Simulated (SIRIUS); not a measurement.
# C (P4/mmm) in SIRIUS: a series of runs, part 3 of 3

SIRIUS 7.10.0.

## (5) Single point, RPBE

sirius.json

```json
{
  "control": {
    "processing_unit": "cpu",
    "verbosity": 2,
    "num_bands_to_print": 8,
    "print_forces": true,
    "print_stress": true
  },
  "parameters": {
    "electronic_structure_method": "pseudopotential",
    "xc_functionals": ["XC_GGA_X_RPBE", "XC_GGA_C_PBE"],
    "gk_cutoff": 9.1,
    "pw_cutoff": 18.2,
    "ngridk": [6, 6, 20],
    "shiftk": [0, 0, 0],
    "smearing": "fermi_dirac",
    "smearing_width": 0.0018374661,
    "num_bands": 8,
    "num_mag_dims": 0,
    "num_dft_iter": 100,
    "energy_tol": 1e-08,
    "density_tol": 1e-06
  },
  "iterative_solver": {
    "type": "davidson",
    "min_tolerance": 1e-09,
    "tolerance_scale": [0.1, 0.25]
  },
  "mixer": {
    "type": "anderson",
    "beta": 0.7,
    "max_history": 8
  },
  "settings": {
    "tol_ne": 1e-10,
    "pseudo_grid_cutoff": 6.5
  },
  "unit_cell": {
    "lattice_vectors": [
      [8.041105913724, 0.0, 0.0],
      [0.0, 8.041105913724, 0.0],
      [0.0, 0.0, 2.423176912346]
    ],
    "atom_coordinate_units": "lattice",
    "atom_types": ["C"],
    "atom_files": {
      "C": "C.json"
    },
    "atoms": {
      "C": [
        [0.5, 0.5, 0.5]
      ]
    }
  }
}
```

Potentials or basis: PseudoDojo 0.4.1 PBE standard (scalar relativistic).

On the command line:

```console
> upf_to_json C.upf
> OMP_NUM_THREADS=1 sirius.scf --input=sirius.json --output=out.json --task=0
```

Standard output:

```text
[info] SIRIUS version : 7.10.0
[info] number of MPI ranks           : 1
[info] MPI grid                      : 1 1
[info] maximum number of OMP threads : 1
[fft] FFT context for density and potential
[fft] =====================================
[fft]   comm size                             : 1
[fft]   plane wave cutoff                     : 18.2
[fft]   grid size                             : 50 50 18   total : 45000
[fft]   grid limits                           : -24 25   -24 25   -8 9
[fft]   number of G-vectors within the cutoff : 7946
[fft]   local number of G-vectors             : 7946
[fft]   number of G-shells                    : 1222
[fft] FFT context for coarse grid
[fft] =====================================
[fft]   comm size                             : 1
[fft]   plane wave cutoff                     : 18.2
[fft]   grid size                             : 50 50 18   total : 45000
[fft]   grid limits                           : -24 25   -24 25   -8 9
[fft]   number of G-vectors within the cutoff : 7946
[fft]   local number of G-vectors             : 7946
[fft]   number of G-shells                    : 1222
[unit cell] lattice vectors
[unit cell]   a1 :       8.0411059137      0.0000000000      0.0000000000
[unit cell]   a2 :       0.0000000000      8.0411059137      0.0000000000
[unit cell]   a3 :       0.0000000000      0.0000000000      2.4231769123
[unit cell] reciprocal lattice vectors
[unit cell]   b1 :       0.7813832294      0.0000000000      0.0000000000
[unit cell]   b2 :       0.0000000000      0.7813832294      0.0000000000
[unit cell]   b3 :       0.0000000000      0.0000000000      2.5929536037
[unit cell] unit cell volume :       156.68112724 [a.u.^3]
[unit cell] 1/sqrt(omega)    :         0.07988986
[unit cell] MT volume        :         0.00000000 ( 0.00%)
[unit cell] IT volume        :       156.68112724 (100.00%)
[unit cell] number of atom types : 1
[unit cell] type id : 0 symbol :  C mt_radius :  12.470000 num_atoms : 1
[unit cell] total number of atoms : 1
[unit cell] number of symmetry classes : 1
[unit cell] number of PAW atoms : 0
[unit cell] atom id  type id  class id             position                      vector_field
[unit cell] ------------------------------------------------------------------------------------------
[unit cell]      0        0        0      0.50000   0.50000   0.50000      0.00000   0.00000   0.00000
[unit cell] atom id         position (Cartesian, a.u.)
[unit cell] ---------------------------------------------
[unit cell]      0       4.020553    4.020553    1.211588
[unit cell] class id : 0 atom id : 0
[unit cell] minimum bond length:     2.423177
[unit cell] total number of pseudo wave-functions: 4
[sym] space group number   : 123
[sym] international symbol : P4/mmm
[sym] Hall symbol          : -P 4 2
[sym] space group transformation matrix :
[... 240 lines left out ...]
[find] Hartree energy of density residual : 1.578529185994e-13
[find] | SCF iteration   9 out of 100|
[diagonalize] iterative solver tolerance (occupied, empty): 4.47956e-09 4.47956e-09
[diagonalize] average number of iterations: 2.87273
[find] Total energy                   :      -5.99509977 (Ha),     -11.99019954 (Ry)
[find] Free energy (E-TS)             :      -5.99535533 (Ha),     -11.99071067 (Ry)
[find] band gap (eV)                  :       0.00000000
[find] Efermi                         :      -0.02902726
[find] iteration : 9, RMS : 6.200615920356e-08, energy difference : -3.396589676186e-10
[find] Hartree energy of density residual : 6.169598642811e-14
[find] bands are converged : false
[find] iterative solver converged : false
[find] +------------------------------+
[find] | SCF iteration  10 out of 100|
[find] +------------------------------+
[diagonalize] iterative solver tolerance (occupied, empty): 1.11989e-09 1.11989e-09
[diagonalize] average number of iterations: 2.15455
[diagonalize] Lowest band energies
[diagonalize] ik:    0   -0.629038   -0.218851   -0.218851    0.111862    0.278422    0.439360    0.439360    0.482405
[diagonalize] ik:    1   -0.628721   -0.222534   -0.218521    0.124421    0.276686    0.401467    0.410985    0.532589
[diagonalize] ik:    2   -0.628081   -0.229534   -0.217852    0.157510    0.250478    0.367092    0.418143    0.576087
[diagonalize] ik:    3   -0.627759   -0.232872   -0.217516    0.198552    0.207487    0.355012    0.466878    0.503905
[diagonalize] ik:    4   -0.628407   -0.222421   -0.221813    0.136160    0.281255    0.340824    0.472981    0.511432
[diagonalize] ...
[diagonalize] ik:  105   -0.363966    0.288175    0.379279    0.381290    0.802039    0.833153    0.983066    0.995227
[diagonalize] ik:  106   -0.363949    0.288723    0.378357    0.381383    0.793849    0.835168    1.003767    1.004476
[diagonalize] ik:  107   -0.363934    0.289209    0.379489    0.379521    0.805736    0.812879    1.006318    1.030527
[diagonalize] ik:  108   -0.363918    0.289740    0.378599    0.379618    0.800480    0.812782    1.014562    1.045243
[diagonalize] ik:  109   -0.363901    0.290262    0.378721    0.378721    0.804150    0.804150    1.023167    1.028460
[find] Charges and magnetic moments
[find] --------------------------------------------------------------------------------
[find] total charge          : 4.000000
[find] Energy
[find] --------------------------------------------------------------------------------
[find] valence_eval_sum               :      -1.33223888
[find] <rho|V^{XC}>                   :      -2.28597174
[find] <rho|E^{XC}>                   :      -2.10918753
[find] <mag|B^{XC}>                   :       0.00000000
[find] <rho|V^{H}>                    :       6.68187298
[find] one-electron contribution      :      -5.72814013 (Ha),     -11.45628026 (Ry)
[find] hartree contribution           :       3.34093649
[find] xc contribution                :      -2.10918753
[find] ewald contribution             :      -1.49870868
[find] PAW contribution               :       0.00000000
[find] smearing (-TS)                 :      -0.00025556
[find] SCF correction                 :       0.00000008
[find] Total energy                   :      -5.99509977 (Ha),     -11.99019954 (Ry)
[find] Free energy (E-TS)             :      -5.99535533 (Ha),     -11.99071067 (Ry)
[find] band gap (eV)                  :       0.00000000
[find] Efermi                         :      -0.02902737
[find] iteration : 10, RMS : 1.548544751758e-08, energy difference : 1.434923291299e-10
[find] Hartree energy of density residual : 1.200555198349e-14
[find] bands are converged : true
[find] iterative solver converged : true
[find] converged after 11 SCF iterations!
[find] Charges and magnetic moments
[find] --------------------------------------------------------------------------------
[find] total charge          : 4.000000
[find] Energy
[find] --------------------------------------------------------------------------------
[find] valence_eval_sum               :      -1.33223888
[find] <rho|V^{XC}>                   :      -2.28597174
[find] <rho|E^{XC}>                   :      -2.10918753
[find] <mag|B^{XC}>                   :       0.00000000
[find] <rho|V^{H}>                    :       6.68187298
[find] one-electron contribution      :      -5.72814013 (Ha),     -11.45628026 (Ry)
[find] hartree contribution           :       3.34093649
[find] xc contribution                :      -2.10918753
[find] ewald contribution             :      -1.49870868
[find] PAW contribution               :       0.00000000
[find] smearing (-TS)                 :      -0.00025556
[find] SCF correction                 :       0.00000008
[find] Total energy                   :      -5.99509977 (Ha),     -11.99019954 (Ry)
[find] Free energy (E-TS)             :      -5.99535533 (Ha),     -11.99071067 (Ry)
[find] band gap (eV)                  :       0.00000000
[find] Efermi                         :      -0.02902737
[ground_state] === stress tensor components [kbar] ===
[ground_state] === stress_kin ===
[ground_state] -5665.409290    0.000000   -0.000000
[ground_state]     0.000000-5665.409290   -0.000000
[ground_state]    -0.000000   -0.000000-4197.060894
[ground_state] === stress_har ===
[ground_state]    -3.093333    0.000000    0.000000
[ground_state]     0.000000   -3.093333    0.000000
[ground_state]     0.000000    0.000000-6267.302297
[ground_state] === stress_ewald ===
[ground_state]  6199.344415    0.000000    0.000000
[ground_state]     0.000000 6199.344415    0.000000
[ground_state]     0.000000    0.000000-9584.468205
[ground_state] === stress_vloc ===
[ground_state] -2178.889062    0.000000    0.000000
[ground_state]     0.000000-2178.889062   -0.000000
[ground_state]     0.000000   -0.00000018408.346158
[ground_state] === stress_xc ===
[ground_state]   426.006296    0.000000    0.000000
[ground_state]     0.000000  426.006296    0.000000
[ground_state]     0.000000    0.000000  336.147486
[ground_state] === stress_core ===
[ground_state]   754.493533    0.000000    0.000000
[ground_state]     0.000000  754.493533    0.000000
[ground_state]     0.000000    0.000000  781.991824
[ground_state] === stress_nonloc ===
[ground_state]   469.892856    0.000000   -0.000000
[ground_state]     0.000000  469.892856   -0.000000
[ground_state]    -0.000000   -0.000000  510.980048
[ground_state] === stress_us_nl ===
[ground_state]   469.892856    0.000000   -0.000000
[ground_state]     0.000000  469.892856   -0.000000
[ground_state]    -0.000000   -0.000000  510.980048
[ground_state] === stress_total ===
[ground_state]     2.345416    0.000000   -0.000000
[ground_state]     0.000000    2.345416   -0.000000
[ground_state]    -0.000000   -0.000000  -11.365878
[ground_state] ==== total Forces in Ha/bohr =====
[ground_state] atom:    0, force:       0.0000000      0.0000000      0.0000000
[... 8 lines left out ...]
[ground_state] ==== Ewald forces from ions =====
[ground_state] atom:    0, force:       0.0000000      0.0000000      0.0000000
[~DFT_ground_state] local op. applied: 25706
[~DFT_ground_state] evp. work count: 14124.4
[~DFT_ground_state] number of iterative solver steps: 3927
```

Wall time 25 s (1 thread of Arm Neoverse V2, shared host); peak memory 0.29 GiB.

Results:

```yaml
Free_energy: -163.1419 eV
Pressure: 0.2 GPa
Band_gap_on_the_k_mesh: none (metal or under the smearing width)
```

Caveat: the potentials were made for another functional, which shifts forces and pressure.

## (6) Single point, revPBE

sirius.json, as its differences from that of step 5:

```diff
@@ -10,3 +10,3 @@
     "electronic_structure_method": "pseudopotential",
-    "xc_functionals": ["XC_GGA_X_RPBE", "XC_GGA_C_PBE"],
+    "xc_functionals": ["XC_GGA_X_PBE_R", "XC_GGA_C_PBE"],
     "gk_cutoff": 9.1,
@@ -39,6 +39,7 @@
     "lattice_vectors": [
-      [8.041105913724, 0.0, 0.0],
-      [0.0, 8.041105913724, 0.0],
-      [0.0, 0.0, 2.423176912346]
+      [1.0, 0.0, 0.0],
+      [0.0, 1.0, 0.0],
+      [0.0, 0.0, 0.301348712272]
     ],
+    "lattice_vectors_scale": 8.0411059137,
     "atom_coordinate_units": "lattice",
```

Potentials or basis: PseudoDojo 0.4.1 PBE standard (scalar relativistic).

On the command line:

```console
> upf_to_json C.upf
> OMP_NUM_THREADS=1 sirius.scf --input=sirius.json --output=out.json --task=0
```

Run time: 23 s. Hardware: 1 thread of Arm Neoverse V2, shared host; peak memory 0.29 GiB.

Results (log left out):

- Free energy: -163.0852 eV
- Pressure: 0.2 GPa
- Band gap on the k mesh: none (metal or under the smearing width)

Stress tensor (GPa, compression positive):
```
-0.15  0.00  0.00
 0.00 -0.15  0.00
 0.00  0.00  1.01
```

Caveat: the potentials were made for another functional, which shifts forces and pressure.

## (7) Overview

```csv
level,gap on the mesh (eV),pressure (GPa)
LDA,none,-0.3
PBE,none,0.0
PBEsol,none,-0.2
RPBE,none,0.2
revPBE,none,0.2
```

Alike in all rows: task single point; potentials or basis PseudoDojo 0.4.1 PBE standard (scalar relativistic); no spin polarisation; cell as given; k mesh 6 × 6 × 20; cutoff (eV) 1127; smearing fermi-dirac 0.05 eV.

Every run on the cell as given and a fine mesh finds a metal. The pressure there spans -0.3 GPa (LDA) to 0.2 GPa (revPBE); a positive pressure means that this level wants a larger cell, a negative one a smaller.

Caveats: the potentials were made for another functional, which shifts forces and pressure (some runs).

Absolute energies hang on the potentials; compare differences alone.
